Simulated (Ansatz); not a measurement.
# Zr3Se4: the cost of one run

Computed with Ansatz 0.2.0 (DFT PBE, scalar-relativistic, plane waves, PAW, unless a step's input says otherwise).

1 further run of the same task is left out (it didn't finish).

### Step 1. The starting structure

The structure is hexagonal, space group P-62m (No. 189). The conventional cell has a = 6.657 Å, b = 6.657 Å, c = 4.391 Å, α = 90.00°, β = 90.00°, γ = 120.00°. Around Zr (site symmetry m2m) lie 4 Se at 2.00 to 2.66 Å. Around Se (site symmetry m2m) lie 3 Zr at 2.00 to 2.66 Å and 1 Se at 2.00 Å. Around Se (site symmetry -62m) lie 3 Zr at 2.00 Å and 3 Se at 2.00 Å.

As a file:

```
CELL_PARAMETERS angstrom
6.65743 0.00000 0.00000
-3.32872 5.76551 0.00000
0.00000 0.00000 4.39081
ATOMIC_POSITIONS crystal
Zr 0.30013 0.00000 0.00000
Zr 0.00000 0.30013 0.00000
Zr 0.69987 0.69987 0.00000
Se 0.69951 0.00000 0.00000
Se 0.00000 0.69951 0.00000
Se 0.30049 0.30049 0.00000
Se 0.00000 0.00000 0.00000
```

The cell is invented: random cell by space group and Wyckoff sites (P-62m, No. 189). Lengths come from tabulated atomic sizes and are only a guess.

### Step 2. The guess as it stands, on a coarse mesh

input.yaml

```yaml
crystal:
  lattice:
    - [6.65743213, 0.0, 0.0]
    - [-3.32871607, 5.76550535, 0.0]
    - [0.0, 0.0, 4.3908124]
  atoms:
    - { symbol: Zr, position: [0.30012834, 0.0, 0.0] }
    - { symbol: Zr, position: [0.0, 0.30012834, 0.0] }
    - { symbol: Zr, position: [0.69987166, 0.69987166, 0.0] }
    - { symbol: Se, position: [0.69951137, 0.0, 0.0] }
    - { symbol: Se, position: [0.0, 0.69951137, 0.0] }
    - { symbol: Se, position: [0.30048863, 0.30048863, 0.0] }
    - { symbol: Se, position: [0.0, 0.0, 0.0] }
basis:
  ecutwfc: 420
kpoints:
  mp_grid: { grid: [3, 3, 4] }
hamiltonian:
  xc: pbe
scf:
  occupations: { method: gaussian, width: 0.1 }
  lower_state_search: "off"
output:
  forces: true
  stress: true
  eigenvalues: true
```

The run is started by

```
ansatz run input.yaml --threads 1 --pin off --max-ram 2560MiB --backend cpu --events-out ev --progress --plain --runs-dir out
```

Q: Estimate wall time and peak memory on 1 thread of AMD EPYC 9R45 (Zen 5), shared host.

About 4 s, with a peak of 0.43 GiB.
